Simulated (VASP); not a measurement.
Set up this calculation in VASP 6.6.1, as the native input.

```
Task                   : relaxation of cell and atoms
Functional             : PBE
Dispersion             : TS
Potentials or basis    : VASP PAW PBE potentials, release 64 (S, Be)
Cutoff                 : 580 eV
k mesh                 : 9 × 9 × 9
Occupations            : tetrahedron, uncorrected, width 0.005 eV
Spin                   : collinear spin, random start
Starting moments       : [-0.02, 0.0] μB
Further INCAR settings : ALGO = Normal; EDIFF = 1e-06; IBRION = 2; EDIFFG = -0.005; NSW = 40; ISIF = 3
```

The structure of BeS lies in POSCAR:

```
BeS
1.0
    0.0000000000      2.4250000000      2.4250000000
    2.4250000000      0.0000000000      2.4250000000
    2.4250000000      2.4250000000      0.0000000000
S Be
1 1
Cartesian
    3.6375000000      3.6375000000      3.6375000000
    0.0000000000      0.0000000000      0.0000000000
```

One way to write it, as run:

INCAR

```
SYSTEM = BeS
ALGO     = Normal         ! electronic algorithm
EDIFF    = 1E-6           ! SCF threshold, eV
EDIFFG   = -0.005         ! ionic threshold
ENCUT    = 580            ! plane-wave cutoff, eV
GGA      = PE             ! functional
IBRION   = 2              ! ionic algorithm
ISIF     = 3              ! what is computed and relaxed
ISMEAR   = -4             ! smearing method
ISPIN    = 2              ! spin polarisation
IVDW     = 2              ! dispersion correction
LASPH    = .True.         ! aspherical terms in the spheres
LCHARG   = .False.        ! write CHGCAR
LORBIT   = 11             ! projections on sites
LREAL    = .False.        ! projectors in reciprocal space
LWAVE    = .False.        ! write WAVECAR
MAGMOM   = -0.02 0        ! initial moments
NELM     = 80             ! most SCF steps
NSW      = 40             ! ionic steps
PREC     = Accurate       ! precision mode
SIGMA    = 0.005          ! smearing width, eV
```

KPOINTS

```
k-points
0
Gamma
  9 9 9
  0 0 0
```

Potentials or basis: VASP PAW PBE potentials, release 64 (S, Be).

Command:

```console
$ cat potpaw_PBE.64/S/POTCAR potpaw_PBE.64/Be/POTCAR > POTCAR
$ mpirun -np 1 vasp_std > vasp.out
```

It gave:

```
Relaxed volume                                        : 14.30 Å³/atom
Relaxed cell                                          : a = 3.433 Å, b = 3.433 Å, c = 3.433 Å, α = 60.00°, β = 60.00°, γ = 60.00°
Space group after relaxing (to 0.05 Å)                : F-43m (No. 216)
Energy gained by relaxing                             : 0.0 meV/atom
Ionic steps                                           : 3
Pressure after relaxing                               : 0.0 GPa
Band gap on the k mesh                                : 3.21 eV, indirect (least direct gap 5.67 eV)
Net moment                                            : 0.00 μB per cell
Valence electrons inside the program's atomic spheres : S 3.84; Be 1.04
Hirshfeld charges                                     : S -0.08; Be +0.08 e
Dispersion energy per atom                            : -0.220 eV
```

Caveat: an odd mesh through Γ misses points on the zone boundary, where band edges often lie.

Run time: 26 s on 1 thread of Intel(R) Xeon(R) Platinum 8559C (Emerald Rapids), on a shared host, peak memory 0.17 GiB.
